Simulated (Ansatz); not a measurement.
Runs of Ansatz 0.2.0 on SnO2. Symmetry: R-3m, No. 166, trigonal system. Conventional cell: a = 3.234 Å, b = 3.234 Å, c = 14.402 Å, α = 90.00°, β = 90.00°, γ = 120.00°. Around Sn (site symmetry -3m) lie 6 O at 2.13 Å. Around O (site symmetry 3m) lie 3 Sn at 2.13 Å. Measurements of this composition are mostly on another form, of space group No. 136.

```tsv
level	cutoff (eV)	gap on the mesh (eV)	pressure (GPa)	relaxed volume (Å³/atom)
BLYP	420	1.99	0.0	17.01
RPBE	420	2.30	0.0	17.43
r2SCAN	500	2.44	0.0	12.94
LDA	420	(b)	0.0	12.12
PBEsol	420	(a)	0.0	(c)
```

Alike in all rows: task relaxation of cell and atoms; potentials or basis Ansatz PAW; no spin polarisation; cell relaxed; k mesh 10 × 10 × 10; smearing fermi-dirac 0.05 eV.

Problem. Fill in the values left out.

Solution. (a) 1.81; (b) 1.56; (c) 13.17.

Caveats: the plane-wave basis is chosen anew once the cell has moved, so the energies of steps on either side of that aren't comparable; spin-orbit coupling is left out, which moves the levels of the heavy elements; the PAW data sets come from PBE, with cores solved anew for the run's functional, which leaves a small shift of forces and pressure; the volume moved by over 15 % at a fixed basis, so the end points are rough (some runs).

A k mesh can miss the band edges, and the runs leave out spin-orbit coupling on Sn.

Runs at the PBE level aren't shown here.
